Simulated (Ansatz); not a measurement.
The system is BaTiO3.

```
Ba Ti O
1.0
     2.82737    1.63238    2.31839
    -2.82737    1.63238    2.31839
     0.00000   -3.26476    2.31839
Ba Ti O
1 1 3
Cartesian
  0.0000 0.0000 0.0000
  0.0000 0.0000 3.3698
  1.3885 -0.8017 2.3988
  -1.3885 -0.8017 2.3988
  0.0000 1.6033 2.3988
```

Base run:

* Program: Ansatz 0.2.0
* Functional: PBEsol
* Potentials or basis: Ansatz PAW
* Cutoff: 420 eV (not typed: the program's choice for these potentials)
* k mesh: 7 × 7 × 7
* Occupations: fermi-dirac, width 0.05 eV
* Spin: no spin polarisation

Its results: band gap on the k mesh 2.45 eV, indirect (least direct gap 2.75 eV); pressure -1.2 GPa; largest force 0.144 eV/Å.

**Question.** The run is repeated on the same cell with these changes: functional from PBEsol to PBE0; k mesh from 7 × 7 × 7 to 4 × 4 × 4. What comes out?

**Answer.** Band gap on the k mesh 4.64 eV, indirect (least direct gap 4.99 eV); pressure -0.3 GPa; largest force 0.177 eV/Å.

Several settings changed at once, so the effect can't be laid on one alone.

Caveats: spin-orbit coupling is left out, which moves the levels of the heavy elements; the PAW data sets come from PBE, with cores solved anew for the run's functional, which leaves a small shift of forces and pressure; the k mesh misses the band edges, so the gap on the mesh is wider than the one along the path (some runs); the thresholds are loose for stress (some runs).
